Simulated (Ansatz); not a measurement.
# TiO2: the cost of one run

Program: Ansatz 0.2.0. Level of theory: DFT PBE, scalar-relativistic. These are calculated values, not measurements.

### 1 The system as given

The structure is tetragonal, space group P4_2/mnm (No. 136). The conventional cell has a = 4.594 Å, b = 4.594 Å, c = 2.959 Å, α = 90.00°, β = 90.00°, γ = 90.00°. Around Ti (site symmetry mmm) lie 6 O at 1.94 to 1.99 Å. O (site symmetry m2m) is surrounded by 3 Ti at 1.94 to 1.99 Å.

Structure file:

```cif
data_structure
_symmetry_space_group_name_H-M 'P4_2/mnm'
_symmetry_Int_Tables_number 136
_cell_length_a 4.5940
_cell_length_b 4.5940
_cell_length_c 2.9590
_cell_angle_alpha 90.000
_cell_angle_beta 90.000
_cell_angle_gamma 90.000
_cell_volume 62.45
loop_
_atom_site_label
_atom_site_type_symbol
_atom_site_symmetry_multiplicity
_atom_site_Wyckoff_symbol
_atom_site_fract_x
_atom_site_fract_y
_atom_site_fract_z
_atom_site_occupancy
Ti1 Ti 2 a 0.00000 0.00000 0.00000 1
O1 O 4 f 0.30600 0.30600 0.00000 1
```

The file gives the conventional cell by its symmetry; the runs use the cell typed in the input.

The cell comes from a crystallographic database entry that wasn't checked; take it as a given geometry, which may be far from equilibrium.

Atoms are numbered in the order of the input: Ti1, Ti2, O3, O4, O5, O6.

### 2 Full-potential LAPW

File input.yaml:

```yaml
crystal:
  lattice:
    - [4.594, 0.0, 0.0]
    - [0.0, 4.594, 0.0]
    - [0.0, 0.0, 2.959]
  atoms:
    - { symbol: Ti, position: [0.0, 0.0, 0.0] }
    - { symbol: Ti, position: [0.5, 0.5, 0.5] }
    - { symbol: O, position: [0.306, 0.306, 0.0] }
    - { symbol: O, position: [0.194, 0.806, 0.5] }
    - { symbol: O, position: [0.694, 0.694, 0.0] }
    - { symbol: O, position: [0.806, 0.194, 0.5] }
kpoints:
  mp_grid: { grid: [7, 7, 10] }
  band_path:
    path:
      - [0.0, 0.0, 0.0]
      - [0.0, 0.5, 0.0]
      - [0.5, 0.5, 0.0]
      - [0.0, 0.0, 0.0]
      - [0.0, 0.0, 0.5]
      - [0.0, 0.5, 0.5]
      - [0.5, 0.5, 0.5]
      - [0.0, 0.0, 0.5]
      - [0.0, 0.5, 0.0]
    npoints: 14
scf:
  occupations: { method: fermi_dirac, width: 0.05 }
hamiltonian:
  xc: pbe
  pseudopotentials: { kind: all_electron, lapw: { basis_error: 0.0005 } }
output:
  forces: true
  stress: true
  eigenvalues: true
  populations: true
  dos: { projected: true, de: 0.2, e_range: [-14, 8] }
```

On the command line:

```console
> ansatz run input.yaml --threads 2 --pin off --max-ram 6144MiB --backend cpu --events-out ev --progress --plain --runs-dir out
```

What time and memory should one allow on 2 threads of Intel Xeon Platinum 8488C (Sapphire Rapids), shared host?

About 57 s, with a peak of 0.85 GiB.
